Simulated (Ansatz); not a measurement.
The system is TiH2.

```xyz
3
Lattice="-1.5965 1.5965 2.1335 1.5965 -1.5965 2.1335 1.5965 1.5965 -2.1335" Properties=species:S:1:pos:R:3 pbc="T T T"
Ti    0.0000    0.0000    0.0000
H     1.5965    0.0000    1.0668
H     0.0000    1.5965    1.0668
```

Base run:

```yaml
Program: Ansatz 0.2.0
Functional: r2SCAN
Potentials_or_basis: Ansatz PAW
Cutoff: "500 eV (not typed: the program's choice for these potentials)"
k_mesh: 12 × 12 × 12
Occupations: fermi-dirac, width 0.05 eV
Spin: no spin polarisation
Hubbard_terms: Ti d U = 2 eV
```

Its results: band gap on the k mesh none (metal or under the smearing width); pressure -0.3 GPa.

After a change of settings the same cell gave: band gap on the k mesh none (metal or under the smearing width); pressure 9.8 GPa. Which change was it?
A. hubbard terms from Ti d U = 2 eV to none; hubbard projectors from ortho-atomic (the default) to none
B. hubbard terms from Ti d U = 2 eV to Ti d U = 4 eV
C. hubbard terms from Ti d U = 2 eV to Ti d U = 1 eV

B.

Caveats: U without spin polarisation on a metal has little footing; the PAW data sets come from PBE, with cores solved anew for the run's functional, which leaves a small shift of forces and pressure; the U is typed as a test and isn't derived for this compound; the density of states is complete only up to the lowest level of the last band computed.
